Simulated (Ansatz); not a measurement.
**TiH2: do energies and stresses tell the same story?**

Method: Ansatz 0.2.0, DFT PBEsol, scalar-relativistic, plane waves, PAW.

Cutoff 420 eV; k points 18×18×18 on the computed 3-atom cell (Γ-centred); Gaussian smearing, width 0.10 eV; no spin polarisation.

Relaxed cell: I4/mmm, a = 3.176 Å, b = 3.176 Å, c = 4.139 Å, α = 90.00°, β = 90.00°, γ = 90.00°, 3 atoms in the primitive cell. Whether it is the stable form of this composition wasn't checked.

Energies at zero smearing and pressures from the stress tensor, at volumes with shape and atoms relaxed:
```json
{"V (Å³/atom)": "6.124", "E − E(first) (meV/atom)": "0.00", "P (GPa)": "24.20"}
{"V (Å³/atom)": "6.333", "E − E(first) (meV/atom)": "-26.52", "P (GPa)": "16.79"}
{"V (Å³/atom)": "6.542", "E − E(first) (meV/atom)": "-44.04", "P (GPa)": "10.36"}
{"V (Å³/atom)": "6.751", "E − E(first) (meV/atom)": "-53.76", "P (GPa)": "4.81"}
{"V (Å³/atom)": "6.960", "E − E(first) (meV/atom)": "-56.73", "P (GPa)": "0.00"}
{"V (Å³/atom)": "7.168", "E − E(first) (meV/atom)": "-53.85", "P (GPa)": "-4.17"}
{"V (Å³/atom)": "7.377", "E − E(first) (meV/atom)": "-45.89", "P (GPa)": "-7.78"}
{"V (Å³/atom)": "7.656", "E − E(first) (meV/atom)": "-28.55", "P (GPa)": "-11.84"}
```

Q: Check P = −dE/dV between neighbouring volumes, and get the bulk modulus from the pressures alone.

A: With 1 eV/Å³ = 160.2 GPa:
```
middle V (Å³/atom)  −ΔE/ΔV (GPa) mean P (GPa)
             6.229        20.354        20.493
             6.438        13.445        13.575
             6.646         7.455         7.586
             6.855         2.277         2.404
             7.064        -2.209        -2.085
             7.273        -6.104        -5.974
             7.516        -9.979        -9.810
```

The two differ by 0.17 GPa at most. The mean of two end pressures misses the average over a step by about ΔV² P″/12, up to 0.09 GPa here; with that taken off 0.10 GPa remains. The stress is the derivative of the free energy, not of the energy at zero smearing, and with free energies 0.01 GPa remains. Around V = 6.960 Å³/atom, the two neighbours give B = −V ΔP/ΔV = 6.960 × 8.98 / 0.418 = 149.6 GPa, against B0 = 149.6 GPa from the Birch–Murnaghan fit of the energies.